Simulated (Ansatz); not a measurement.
Input for Ansatz (plane-wave DFT, PAW):

```yaml
crystal:
  lattice:
    - [0.0, 2.02197544, 2.02197544]
    - [2.02197544, 0.0, 2.02197544]
    - [2.02197544, 2.02197544, 0.0]
  atoms:
    - { symbol: Li, position: [0.0, 0.0, 0.0] }
    - { symbol: F, position: [0.5, 0.5, 0.5] }
basis:
  ecutwfc: 500
kpoints:
  mp_grid: { grid: [10, 10, 10] }
hamiltonian:
  xc: r2scan
scf:
  occupations: { method: gaussian, width: 0.02 }
output:
  forces: true
  stress: true
  eigenvalues: true
```

Run as
```bash
ansatz run input.yaml --threads 1 --pin off --max-ram 1331MiB --backend cpu --events-out ev --progress --plain --runs-dir out
```

Level of theory: DFT r2SCAN, scalar-relativistic, plane waves, PAW (Ansatz 0.2.0).

From the run's log, abridged:

```
Pseudopotentials: kind: paw
Pseudopotential: Li, paw, valence charge 3, recommended cutoff 500 eV (meta_gga)
Pseudopotential: F, paw, valence charge 7, recommended cutoff 500 eV (meta_gga)
Functional definition: r2SCAN
Crystal: 2 atoms, lattice volume = 16.533 Å³
Basis set: ecut = 500 eV, 411 PW (Γ), exchange–correlation on 96×96×96 points (64 copies of the dense FFT grid, shifted against one another)
Bands: 9, of which v1, the nominal top of the filled ones, is band 5 counted from 1 (4 counted from 0)
Symmetry: 48 space group operations
Space group: Fm-3m (ITA 225), of the structure as read, at distance tolerance 2.5e-5 Å
k-points: 47 of 1000
Initial density: superposition of atomic densities (neutral atoms: chi_scale 0, normalization atom), corrected by the library's trained network
Initial wavefunctions: pseudopotential atomic-orbital guess
Functional: x = r2scan, c = r2scan; τ floored in thin density (d = 2e-4 eV/Å³)
SCF iter   1: F=—  HF=-1018.283334 eV  |F-HF|=—  |Δ(HF+E_count)|=         —  Δρ=7.59e-3  dr2=8.55e-3  dr2_τ=3.23e-2  ethr=1.77e-3  ⟨swp⟩=5.9  Hψ=2706  notcnv=0
SCF iter   2: F=—  HF=-1018.325984 eV  |F-HF|=—  |Δ(HF+E_count)|=   4.27e-2  Δρ=4.50e-3  dr2=8.26e-4  dr2_τ=3.03e-4  ethr=8.55e-5  ⟨swp⟩=3.0  Hψ=1355  notcnv=0
SCF iter   3: F=—  HF=-1018.325902 eV  |F-HF|=—  |Δ(HF+E_count)|=   8.13e-5  Δρ=1.50e-3  dr2=1.73e-4  dr2_τ=2.94e-5  ethr=8.26e-6  ⟨swp⟩=2.4  Hψ=759  notcnv=0
SCF iter   4: F=—  HF=-1018.325871 eV  |F-HF|=—  |Δ(HF+E_count)|=   3.17e-5  Δρ=6.13e-4  dr2=2.68e-5  dr2_τ=4.25e-6  ethr=1.73e-6  ⟨swp⟩=1.0  Hψ=423  notcnv=0
SCF iter   5: F=—  HF=-1018.325865 eV  |F-HF|=—  |Δ(HF+E_count)|=   6.23e-6  Δρ=1.27e-4  dr2=9.44e-7  dr2_τ=1.97e-7  ethr=2.68e-7  ⟨swp⟩=1.0  Hψ=423  notcnv=0
SCF iter   6: F=-1018.325865 eV  HF=-1018.325865 eV  |F-HF|=1.74e-8  |Δ(HF+E_count)|=   1.65e-8  Δρ=1.63e-5  dr2=1.10e-8  dr2_τ=4.01e-9  ethr=1.00e-9  ⟨swp⟩=4.6  Hψ=1923  notcnv=0
SCF 1 converged in 6 iterations: F = -1018.325865 eV  dr2 = 1.10e-8
SCF converged after 6 iterations
Free energy (F): -1018.325865 eV
Harris-Foulkes:  -1018.325865 eV  (|F-HF|=1.74e-8)
Internal energy: -1018.325865 eV  (E = F + TS)
E sigma→0 (E₀):  -1018.325865 eV
Fermi energy:    5.249575 eV
--- Per-component energies (eV) ---
  E_band       = -129.179020
  E_kinetic    = 232.008503
  E_local      = -646.142469  (includes V_loc(G=0)·N_el)
  E_nonlocal   = 39.606692
  E_hartree    = 227.198657
  E_xc         = -91.018191
  E_vxc        = -133.201490  (∫ρ·V_xc dr)
  E_paw        = -225.016231  (= ΣΔE_a)
  E_vpaw       = -85.559859  (= ΣTr[D̂ρ^β])
  E_aug_tail   = 0.000720  (compensation charges beyond the density's cutoff)
  E_vtau       = 9.711046  (kinetic-family band-sum trace: ∫τ·v_τ [+ j·A + Jᵃ·Aᵃ] dr)
  E_ewald      = -554.932155
  E_core_change = -0.031392  (= ΣΔE_core)
  E_smearing   =  0.000000  (= −TS)
--- Forces (eV/Å), atoms counted from 1 ---
  atom   1  Li     0.00000000     0.00000000     0.00000000
  atom   2  F      0.00000000     0.00000000     0.00000000
--- Stress (GPa, compression-positive) ---
       -2.853732       0.000000       0.000000
        0.000000      -2.853732       0.000000
        0.000000       0.000000      -2.853732
  P = ⅓ Tr σ = -2.8537 GPa (-28.537 kbar)
--- Band table (eV; the first three rows and the last of 47) ---
  k-point 0: bands = ["-41.6586", "-20.7999", "0.2745", "0.2745", "0.2745", "10.2246", "25.7130", "25.7130", "25.7130"]
  k-point 1: bands = ["-41.6534", "-20.7626", "-0.0076", "0.2510", "0.2510", "10.5249", "22.7724", "24.3447", "24.3447"]
  k-point 2: bands = ["-41.6399", "-20.6627", "-0.6874", "0.1907", "0.1907", "11.2066", "20.2446", "22.8350", "22.8350"]
  k-point 46: bands = ["-41.5899", "-20.1609", "-2.0425", "-1.4444", "-0.5402", "16.2969", "16.6081", "18.9249", "20.8591"]
```

The run converged.